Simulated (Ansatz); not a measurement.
**Trial inputs on Ir**

All trials start from this Ansatz input:

```yaml
crystal:
  lattice:
    - [12.23845525, 0.0, 0.0]
    - [0.0, 2.23343126, 0.0]
    - [0.0, 0.0, 7.1930008]
  atoms:
    - { symbol: Ir, position: [0.25, 0.0, 0.1639884], spin: 1.0 }
    - { symbol: Ir, position: [0.75, 0.0, 0.8360116], spin: 1.0 }
basis:
  ecutwfc: 420
kpoints:
  mp_grid: { grid: [2, 6, 2] }
hamiltonian:
  xc: pbe
scf:
  occupations: { method: gaussian, width: 0.1 }
  lower_state_search: "off"
output:
  forces: true
  stress: true
  eigenvalues: true
  populations: true
magnetization:
  spin_polarized: true
```

Command:

```bash
ansatz run input.yaml --threads 1 --pin off --max-ram 1331MiB --backend cpu --events-out ev --progress --plain --runs-dir out
```

The run converges in 14 SCF iterations on 16 irreducible k-points: pressure 1.13 GPa, no gap, cell moment 2.00 μB.

The inputs are trials, many of them unsound on purpose. Their numbers show the effect of the settings and aren't properties of the material. Each trial's input is given as a difference from the reference's; energies are extrapolated to zero smearing where there is one, and pressure is positive in compression.

**Question.** Trial 1:

```diff
 crystal:
   atoms:
-    - { symbol: Ir, position: [0.25, 0.0, 0.1639884], spin: 1.0 }
-    - { symbol: Ir, position: [0.75, 0.0, 0.8360116], spin: 1.0 }
+    - { symbol: Ir, position: [0.25, 0.0, 0.1639884] }
+    - { symbol: Ir, position: [0.75, 0.0, 0.8360116] }
 kpoints:
-  mp_grid: { grid: [2, 6, 2] }
+  mp_grid: { grid: [1, 2, 1], shift: [0.77, 0.32, 0.14] }
 scf:
-  lower_state_search: "off"
 output:
-  populations: true
-magnetization:
-  spin_polarized: true
```

What happens?

**Answer.** The run converges in 15 SCF iterations on 2 irreducible k-points: energy 1.76 eV per atom above the reference, pressure 4.06 GPa, no gap. It warns that the mesh lowers the symmetry.

**Question.** Trial 2:

```diff
 crystal:
   atoms:
-    - { symbol: Ir, position: [0.25, 0.0, 0.1639884], spin: 1.0 }
-    - { symbol: Ir, position: [0.75, 0.0, 0.8360116], spin: 1.0 }
+    - { symbol: Ir, position: [0.25, 0.0, 0.1639884], spin: 0.75 }
+    - { symbol: Ir, position: [0.75, 0.0, 0.8360116], spin: 0.75 }
 basis:
-  ecutwfc: 420
+  ecutwfc: 40
 kpoints:
-  mp_grid: { grid: [2, 6, 2] }
+  mp_grid: { grid: [1, 4, 1], shift: [0, 0, 0.5] }
+  band_path: { path: [[0, 0, 0], [0.5, 0, 0], [0.5, 0.5, 0.5]], npoints: 4 }
 scf:
-  occupations: { method: gaussian, width: 0.1 }
+  occupations: { method: gaussian }
+  max_iter: 60
```

How does this run end?

**Answer.** The run converges in 18 SCF iterations on 3 irreducible k-points: energy 837 eV per atom above the reference, pressure 262 GPa (unreliable at so low a cutoff), largest force 1.015 eV/Å (unreliable too), no gap, cell moment 0.00 μB. It warns that the cutoff lies under the recommended one, 420 eV for these potentials; that the count of filled bands differs between k-points; that the starting moments were lost.

**Question.** Trial 3:

```diff
 crystal:
   atoms:
-    - { symbol: Ir, position: [0.25, 0.0, 0.1639884], spin: 1.0 }
-    - { symbol: Ir, position: [0.75, 0.0, 0.8360116], spin: 1.0 }
+    - { symbol: Ir, position: [0.25, 0.0, 0.1639884] }
+    - { symbol: Ir, position: [0.75, 0.0, 0.8360116] }
 kpoints:
-  mp_grid: { grid: [2, 6, 2] }
+  mp_grid: { kspacing: 0.49 }
 hamiltonian:
-  xc: pbe
+  xc: pw92
 scf:
-  lower_state_search: "off"
 output:
-  populations: true
+accuracy: high
-magnetization:
-  spin_polarized: true
```

What happens?

**Answer.** The run converges in 11 SCF iterations on 16 irreducible k-points: pressure -0.59 GPa, no gap.

**Question.** Trial 4 (volume scaled):

```diff
 crystal:
   lattice:
-    - [12.23845525, 0.0, 0.0]
-    - [0.0, 2.23343126, 0.0]
-    - [0.0, 0.0, 7.1930008]
+    - [11.7589301555, 0.0, 0.0]
+    - [0.0, 2.1459213321, 0.0]
+    - [0.0, 0.0, 6.9111658529]
   atoms:
-    - { symbol: Ir, position: [0.25, 0.0, 0.1639884], spin: 1.0 }
-    - { symbol: Ir, position: [0.75, 0.0, 0.8360116], spin: 1.0 }
+    - { symbol: Ir, position: [0.25, 0.0, 0.1639884], spin: 0.75 }
+    - { symbol: Ir, position: [0.75, 0.0, 0.8360116], spin: 0.75 }
 basis:
-  ecutwfc: 420
+  ecutwfc: 180
 hamiltonian:
+  pseudopotentials: { kind: nc }
```

What does the program give?

**Answer.** The run converges in 16 SCF iterations on 16 irreducible k-points: pressure 10.81 GPa (unreliable at so low a cutoff), largest force 0.065 eV/Å (unreliable too), no gap, cell moment 0.00 μB. It warns that the cutoff lies under the recommended one, 925 eV for these potentials; that the starting moments were lost.